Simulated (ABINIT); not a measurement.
Runs of ABINIT 10.8.3 (patched build) on MgB2. The structure is hexagonal, space group P6/mmm (No. 191). Conventional cell: a = 3.085 Å, b = 3.085 Å, c = 3.523 Å, α = 90.00°, β = 90.00°, γ = 120.00°. Around Mg (site symmetry 6/mmm) lie 12 B at 2.51 Å. B (site symmetry -6m2) is surrounded by 3 B at 1.78 Å. 

```tsv
task	level	potentials or basis	cell	k mesh	cutoff (eV)	fine-grid cutoff	cell freedom (optcell)	cutoff smearing ecutsm (Ha)	optimiser (ionmov)	force stop (Ha/bohr)	gap on the mesh (eV)	pressure (GPa)	V0 of scaled cells (Å³/atom)	B0 (GPa)
band structure	PBE	PseudoDojo NC SR PBE v0.4.1 standard	as given	10 × 10 × 8	1143	-	-	-	-	-	none	-0.9	-	-
equation of state	LDA	JTH PAW LDA v2.0	as given	10 × 10 × 8	571	1142.88 eV	-	-	-	-	-	-	(a)	164
relaxation of cell and atoms	revPBE+D3(BJ)	JTH PAW PBE v2.0	relaxed	10 × 10 × 8	517	1034.03 eV	2	0.5	2	0.0002	none	0.0	-	-
equation of state	PBE	JTH PAW PBE v2.0	as given	10 × 10 × 8	517	1034.03 eV	-	-	-	-	-	-	9.63	152
equation of state	PW91	JTH PAW PBE v2.0	as given	10 × 10 × 8	517	1034.03 eV	-	-	-	-	-	-	9.62	152
equation of state	LDA-PZ	JTH PAW LDA v2.0	as given	10 × 10 × 8	408	816.342 eV	-	-	-	-	-	-	9.24	(c)
band structure	AM05	JTH PAW PBE v2.0	as given	10 × 10 × 8	517	1034.03 eV	-	-	-	-	none	-3.3	-	-
single point	PBE	JTH PAW PBE v2.0	as given	13 × 13 × 10	517	1034.03 eV	-	-	-	-	none	(b)	-	-
```

Alike in all rows: no spin polarisation; smearing fermi-dirac 0.05 eV.

Task: Estimate the missing entries.

Result: (a) 9.22; (b) -1.4; (c) 162.

Caveats: the atomic spheres overlap (some runs); pressures at fixed basis lie under the slope of the energies (some runs); the cell was scaled at fixed shape and fractional positions, which overstates the stiffness of a crystal with free parameters, most of all of layers and chains (some runs); the PAW data sets were made with another functional, which shifts forces and pressure a little (some runs); pairwise dispersion overbinds metals, which lowers pressure and volume (some runs).

A gap of «none» marks a metal or a gap under the smearing width.
